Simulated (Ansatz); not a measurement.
The system is W.

```
W
1.0
     0.00000    2.03000    2.03000
     2.03000    0.00000    2.03000
     2.03000    2.03000    0.00000
W
1
Cartesian
  0.0000 0.0000 0.0000
```

This isn't the form of W at room conditions, which is bcc.

* Program: Ansatz 0.2.0
* Task: relaxation of cell and atoms
* Functional: PBEsol
* Potentials or basis: Ansatz PAW
* Cutoff: 420 eV (not typed: the program's choice for these potentials)
* k mesh: 11 × 11 × 11
* Occupations: fermi-dirac, width 0.05 eV
* Spin: no spin polarisation

At the start: volume 16.73 Å³/atom.

**Question.** How do energy, volume and symmetry change on relaxing?

**Answer.** It ends after 5 steps and the volume is 16.00 Å³/atom (-4.4 %); space group Fm-3m (No. 225, to 0.05 Å).

Step by step:
```csv
step,energy change (eV),largest force (eV/Å),volume (Å³)
1,0.0000,0.0000,16.73
2,-0.0299,0.0000,16.10
3,-0.0305,0.0000,15.99
4,-0.0305,0.0000,16.00
5,-0.0303,0.0000,16.00
```

Final structure:
```xyz
1
Lattice="0.0000 1.9999 1.9999 1.9999 0.0000 1.9999 1.9999 1.9999 0.0000" Properties=species:S:1:pos:R:3 pbc="T T T"
W     0.0000    0.0000    0.0000
```

Caveat: the plane-wave basis is chosen anew once the cell has moved, so the energies of steps on either side of that aren't comparable; the PAW data sets come from PBE, with cores solved anew for the run's functional, which leaves a small shift of forces and pressure.
